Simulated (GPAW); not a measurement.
Input of a GPAW 26.7.0 run:

Contents of run.py:

```python
import spglib
from ase import Atoms
from ase.calculators.mixing import SumCalculator
from ase.eos import EquationOfState
from ase.io import Trajectory, read
from ase.units import GPa
from dftd3.ase import DFTD3
from gpaw import GPAW, PW

atoms = read('C.cif')
cell, positions, numbers = spglib.find_primitive(
    (atoms.cell[:], atoms.get_scaled_positions(), atoms.numbers), symprec=1e-4)
atoms = Atoms(numbers, cell=cell, scaled_positions=positions, pbc=True)

traj = Trajectory('eos.traj', 'w')
volumes, energies = [], []
for x in [0.94, 0.96, 0.98, 1.0, 1.02, 1.04, 1.06]:
    a = atoms.copy()
    a.set_cell(atoms.cell * x**(1 / 3), scale_atoms=True)
    calc = GPAW(mode=PW(800),
                xc='PBE',
                kpts={'size': (10, 10, 10), 'gamma': True},
                occupations={'name': 'fermi-dirac', 'width': 0.05},
                nbands=11,
                convergence={'density': 1e-05, 'energy': 1e-05},
                maxiter=150,
                txt=f'eos-{x:.2f}.txt')
    a.calc = SumCalculator([calc, DFTD3(method='pbe', damping='d3bj')])
    energies.append(a.get_potential_energy())
    volumes.append(a.get_volume())
    p = -a.get_stress()[:3].mean() / GPa
    calc.write(f'eos-{x:.2f}.gpw')
    traj.write(a)
    print(f'{x:.2f} {volumes[-1]:10.4f} A^3 {energies[-1]:14.6f} eV {p:9.3f} GPa', flush=True)

v0, e0, B = EquationOfState(volumes, energies, eos='birchmurnaghan').fit()
print(f'V0 = {v0:.4f} A^3, E0 = {e0:.6f} eV, B0 = {B / GPa:.2f} GPa')
```

File C.cif:

```cif
data_C
_cell_length_a 3.56674000
_cell_length_b 3.56674000
_cell_length_c 3.56674000
_cell_angle_alpha 90.00000000
_cell_angle_beta 90.00000000
_cell_angle_gamma 90.00000000
_space_group_name_H-M_alt 'Fd-3m'
_space_group_name_Hall 'F 4d 2 3 -1d'
_space_group_IT_number 227
loop_
_space_group_symop_operation_xyz
'x,y,z'
'-y+1/4,x+1/4,z+1/4'
'-x,-y+1/2,z+1/2'
'y+3/4,-x+1/4,z+3/4'
'x,-y,-z'
'-y+1/4,-x+3/4,-z+3/4'
'-x,y+1/2,-z+1/2'
'y+3/4,x+3/4,-z+1/4'
'z,x,y'
'z+1/4,-y+1/4,x+1/4'
'z+1/2,-x,-y+1/2'
'z+3/4,y+3/4,-x+1/4'
'-z,x,-y'
'-z+3/4,-y+1/4,-x+3/4'
'-z+1/2,-x,y+1/2'
'-z+1/4,y+3/4,x+3/4'
'y,z,x'
'x+1/4,z+1/4,-y+1/4'
'-y+1/2,z+1/2,-x'
'-x+1/4,z+3/4,y+3/4'
'-y,-z,x'
'-x+3/4,-z+3/4,-y+1/4'
'y+1/2,-z+1/2,-x'
'x+3/4,-z+1/4,y+3/4'
'-x+1/4,-y+1/4,-z+1/4'
'y,-x,-z'
'x+1/4,y+3/4,-z+3/4'
'-y+1/2,x,-z+1/2'
'-x+1/4,y+1/4,z+1/4'
'y,x+1/2,z+1/2'
'x+1/4,-y+3/4,z+3/4'
'-y+1/2,-x+1/2,z'
'-z+1/4,-x+1/4,-y+1/4'
'-z,y,-x'
'-z+3/4,x+1/4,y+3/4'
'-z+1/2,-y+1/2,x'
'z+1/4,-x+1/4,y+1/4'
'z+1/2,y,x+1/2'
'z+3/4,x+1/4,-y+3/4'
'z,-y+1/2,-x+1/2'
'-y+1/4,-z+1/4,-x+1/4'
'-x,-z,y'
'y+3/4,-z+3/4,x+1/4'
'x,-z+1/2,-y+1/2'
'y+1/4,z+1/4,-x+1/4'
'x+1/2,z+1/2,y'
'-y+3/4,z+3/4,x+1/4'
'-x+1/2,z,-y+1/2'
'x,y+1/2,z+1/2'
[... 70 lines left out ...]
'x+1/4,-z+1/4,y+1/4'
'-x+3/4,-y+1/4,-z+3/4'
'y+1/2,-x,-z+1/2'
'x+3/4,y+3/4,-z+1/4'
'-y,x,-z'
'-x+3/4,y+1/4,z+3/4'
'y+1/2,x+1/2,z'
'x+3/4,-y+3/4,z+1/4'
'-y,-x+1/2,z+1/2'
'-z+3/4,-x+1/4,-y+3/4'
'-z+1/2,y,-x+1/2'
'-z+1/4,x+1/4,y+1/4'
'-z,-y+1/2,x+1/2'
'z+3/4,-x+1/4,y+3/4'
'z,y,x'
'z+1/4,x+1/4,-y+1/4'
'z+1/2,-y+1/2,-x'
'-y+3/4,-z+1/4,-x+3/4'
'-x+1/2,-z,y+1/2'
'y+1/4,-z+3/4,x+3/4'
'x+1/2,-z+1/2,-y'
'y+3/4,z+1/4,-x+3/4'
'x,z+1/2,y+1/2'
'-y+1/4,z+3/4,x+3/4'
'-x,z,-y'
'x+1/2,y+1/2,z'
'-y+3/4,x+3/4,z+1/4'
'-x+1/2,-y,z+1/2'
'y+1/4,-x+3/4,z+3/4'
'x+1/2,-y+1/2,-z'
'-y+3/4,-x+1/4,-z+3/4'
'-x+1/2,y,-z+1/2'
'y+1/4,x+1/4,-z+1/4'
'z+1/2,x+1/2,y'
'z+3/4,-y+3/4,x+1/4'
'z,-x+1/2,-y+1/2'
'z+1/4,y+1/4,-x+1/4'
'-z+1/2,x+1/2,-y'
'-z+1/4,-y+3/4,-x+3/4'
'-z,-x+1/2,y+1/2'
'-z+3/4,y+1/4,x+3/4'
'y+1/2,z+1/2,x'
'x+3/4,z+3/4,-y+1/4'
'-y,z,-x'
'-x+3/4,z+1/4,y+3/4'
'-y+1/2,-z+1/2,x'
'-x+1/4,-z+1/4,-y+1/4'
'y,-z,-x'
'x+1/4,-z+3/4,y+3/4'
'-x+3/4,-y+3/4,-z+1/4'
'y+1/2,-x+1/2,-z'
'x+3/4,y+1/4,-z+3/4'
'-y,x+1/2,-z+1/2'
'-x+3/4,y+3/4,z+1/4'
'y+1/2,x,z+1/2'
'x+3/4,-y+1/4,z+3/4'
'-y,-x,z'
'-z+3/4,-x+3/4,-y+1/4'
'-z+1/2,y+1/2,-x'
'-z+1/4,x+3/4,y+3/4'
'-z,-y,x'
'z+3/4,-x+3/4,y+1/4'
'z,y+1/2,x+1/2'
'z+1/4,x+3/4,-y+3/4'
'z+1/2,-y,-x+1/2'
'-y+3/4,-z+3/4,-x+1/4'
'-x+1/2,-z+1/2,y'
'y+1/4,-z+1/4,x+1/4'
'x+1/2,-z,-y+1/2'
'y+3/4,z+3/4,-x+1/4'
'x,z,y'
'-y+1/4,z+1/4,x+1/4'
'-x,z+1/2,-y+1/2'
loop_
_atom_site_label
_atom_site_type_symbol
_atom_site_symmetry_multiplicity
_atom_site_Wyckoff_symbol
_atom_site_fract_x
_atom_site_fract_y
_atom_site_fract_z
_atom_site_occupancy
C1 C 8 a 0.2500000000 0.2500000000 0.2500000000 1
```

Potentials or basis: GPAW PAW data sets (gpaw-data 1.2.1), pw.

Launch:

```console
$ OMP_NUM_THREADS=1 python run.py
```

Q: Estimate the equilibrium volume.

A: 5.63 Å³/atom.

Q: Estimate the bulk modulus.

A: 442 GPa.

Energy against volume, from the lowest point:
| volume (Å³/atom) | energy (meV/atom) |
| --- | --- |
| 5.332 | 23.54 |
| 5.445 | 8.51 |
| 5.558 | 0.92 |
| 5.672 | 0.00 |
| 5.785 | 5.16 |
| 5.899 | 15.94 |
| 6.012 | 31.70 |

**The experiment to reproduce.**

From “Equation of state of cubic boron nitride at high pressures and temperatures”, 2007, arxiv:cond-mat/0702656, for a bulk crystal of C: bulk modulus 442 ± 5 GPa.

A measured bulk modulus of C is 442 GPa (quoted in “Equation of state of cubic boron nitride at high pressures and temperatures”, 2007, arxiv:cond-mat/0702656); the calculated 442 GPa misses it by +0.1 %. 3 values of this kind are on record (442 to 444.8 GPa); this one was drawn at random among those near their median, those with a stated uncertainty first. The fit is for a static lattice scaled at fixed shape and fixed fractional positions. The cell as given is a measured one (5.67 Å³/atom); PBE+D3(BJ) puts the equilibrium volume -0.7 % from it, thermal expansion not counted.
